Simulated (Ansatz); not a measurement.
What strain does to NaH (wurtzite)

NaH built on the wurtzite prototype (no longer in that coordination), relaxed with r2SCAN in the plane-wave code Ansatz. It is hexagonal, P6_3/mmc (No. 194); conventional cell a = 3.953 Å, c = 4.828 Å, 16.34 Å³ an atom. Na is surrounded by 5 H at 2.28–2.41 Å; H is surrounded by 5 Na at 2.28–2.41 Å. The cell started from the wurtzite prototype, but the relaxation took it to the higher symmetry P6_3/mmc (No. 194), so the name no longer describes it.

The axes x, y and z are those of this cell:
```xyz
4
Lattice="3.9533 0.0000 0.0000 -1.9766 3.4236 0.0000 0.0000 0.0000 4.8283" Properties=species:S:1:pos:R:3 pbc="T T T"
Na    0.0000    2.2824   -0.3018
Na    1.9766    1.1412    2.1124
H     0.0000    2.2824    2.1124
H     1.9766    1.1412    4.5265
```

Unstrained: With PBE the valence top lies at Γ–K (0.28 of the way from Γ) and the conduction bottom at K, 3.327 eV higher; the smallest vertical gap, at Γ–K (0.90 of the way from Γ), is 4.105 eV. The r2SCAN gap is indirect, 3.668 eV (Γ–K (0.25 of the way from Γ) to K), below the direct gap of 4.442 eV at Γ–K (0.90 of the way from Γ). The HSE06 gap is indirect, 4.263 eV (Γ–K (0.28 of the way from Γ) to K), below the direct gap of 5.103 eV at Γ–K (0.90 of the way from Γ). Meshes: PBE 12×12×6, r2SCAN 12×12×6, HSE06 6×6×4. Strains are changes of length per length, and xy shears are angles. After each strain the atoms were relaxed again with r2SCAN within the symmetry that the strain leaves, so tilts or polar shifts that break it weren't tested; points keep the names that they have in the unstrained zone. (Calculated; spin-unpolarised; the phase may be known or hypothetical.)

Changes of the least gap in eV (an overlap counts as a negative gap):
```tsv
strain	volume change (%)	space group	PBE	r2SCAN	HSE06	energy rise, r2SCAN (meV/atom)
xy shear, engineering strain (angle) +2.17 %	0.0	P2_1/m	-0.005	–	-0.005	–
epitaxial +4.51 % in the xy plane, free normal strain -2.42 %	+6.6	P6_3/mmc	-0.284	–	-0.322	–
```

Xy shear, engineering strain (angle) +2.17 %. HSE06: the gap goes from 4.263 to 4.258 eV (-0.005 eV); the edges go from Γ–K (0.28) → K to (0.141, -0.193, 0) → (1/3, 0.341, 0). Stress change with PBE, compression positive: xx -0.01, yy 0.00, zz -0.01, xy -0.09 GPa.

Epitaxial +4.51 % in the xy plane, free normal strain -2.42 %. HSE06: the gap goes from 4.263 to 3.941 eV (-0.322 eV); the edges go from Γ–K (0.28) → K to Γ → K. Stress change with PBE, compression positive: xx -1.40, yy -1.40, zz -0.12 GPa.

Where an edge lies off the special points, it is a point of the mesh or the k point where a search put PBE's edge or least direct gap, reused for the other functionals, whose own edges may lie a little apart.

Coordinates of k points refer to the reciprocal vectors of the primitive cell of the runs.

The meshes of the hybrids are coarse, so their gaps aren't converged to the digits shown.
